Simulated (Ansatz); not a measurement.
# Ni (omega type): how the settings move a single-point run

How sensitive is a single-point run of Ni (omega type) to its settings? A reference run comes first, then one run with altered input.

Method: reference: DFT, PBE, all-electron PAW with datasets made for the crystal, scalar-relativistic, in Ansatz 0.2.0.

2 further runs of the same task are left out: 1 that didn't finish, 1 set aside as unsound or not needed.

## (1) The system as given

The structure is hexagonal, space group P6/mmm (No. 191). The conventional cell has a = 3.032 Å, b = 3.032 Å, c = 1.803 Å, α = 90.00°, β = 90.00°, γ = 120.00°. Ni (site symmetry 6/mmm) is surrounded by 14 Ni at 1.80 to 1.97 Å. Ni (site symmetry -6m2) has 11 Ni at 1.75 to 1.97 Å as nearest neighbours.

Structure file:

```cif
data_structure
_symmetry_space_group_name_H-M 'P6/mmm'
_symmetry_Int_Tables_number 191
_cell_length_a 3.0321
_cell_length_b 3.0321
_cell_length_c 1.8031
_cell_angle_alpha 90.000
_cell_angle_beta 90.000
_cell_angle_gamma 120.000
_cell_volume 14.36
loop_
_atom_site_label
_atom_site_type_symbol
_atom_site_symmetry_multiplicity
_atom_site_Wyckoff_symbol
_atom_site_fract_x
_atom_site_fract_y
_atom_site_fract_z
_atom_site_occupancy
Ni1 Ni 1 a 0.00000 0.00000 0.00000 1
Ni2 Ni 2 d 0.33333 0.66667 0.50000 1
```

## (2) Baseline

Input file input.yaml:

```yaml
crystal:
  lattice:
    - [3.0320825308, 0.0, 0.0]
    - [-1.5160412654, 2.6258604981, 0.0]
    - [0.0, 0.0, 1.8031280109]
  atoms:
    - { symbol: Ni, position: [0.0, 0.0, 0.0], spin: 1.0 }
    - { symbol: Ni, position: [0.3333333333, 0.6666666667, 0.5], spin: 1.0 }
    - { symbol: Ni, position: [0.6666666667, 0.3333333333, 0.5], spin: 1.0 }
magnetization:
  spin_polarized: true
kpoints:
  mp_grid: { grid: [9, 9, 12] }
scf:
  occupations: { method: fermi_dirac, width: 0.08 }
hamiltonian:
  xc: pbe
  pseudopotentials: { kind: all_electron, datasets: crystal }
output:
  forces: true
  stress: true
  eigenvalues: true
```

Command:

```console
$ ansatz run input.yaml --threads 2 --pin off --max-ram 6144MiB --backend cpu --events-out ev --progress --plain --runs-dir out
```

## (3) Changing settings: xc revpbe

Edit input.yaml of step 2 so:

```diff
@@ -16,3 +16,3 @@
 hamiltonian:
-  xc: pbe
+  xc: revpbe
   pseudopotentials: { kind: all_electron, datasets: crystal }
```

Before running it: what results should come out? Wanted: for each run, ending; energy change; pressure; gap; force.

The runs gave:

| run | ending | energy change | pressure (GPa) | gap (eV) | force (eV/Å) | cycles | time |
| --- | --- | --- | --- | --- | --- | --- | --- |
| reference | converged | - | 1151.6 | 0.00 | 0.00 | 8 | 39 s |
| 1: xc revpbe | converged | not comparable | 1162.5 | 0.00 | 0.00 | 8 | 40 s |

Residual by cycle in the longest SCF loop of each run; runs are numbered as in the table. The quantity is the density residual dr2, in eV.

| cycle | reference | run 1 |
| --- | --- | --- |
| 1 | 4.5e-4 | 5.1e-4 |
| 2 | 0.00237 | 0.00331 |
| 3 | 0.0108 | 0.00805 |
| 4 | 0.0361 | 0.0321 |
| 5 | 8.4e-4 | 0.403 |
| 6 | 2.4e-5 | 1.9e-5 |
| 7 | 9.8e-7 | 6.1e-6 |
| 8 | 9.0e-9 | 4.9e-8 |

What this shows: Total energies don't compare across a change of functional; the pressure goes from 1151.6 to 1162.5 GPa. At this fixed cell a higher pressure means that this functional prefers a larger volume than the reference. The structure is not at rest: the sound run finds 1152 GPa, so these are no properties of the relaxed crystal. 
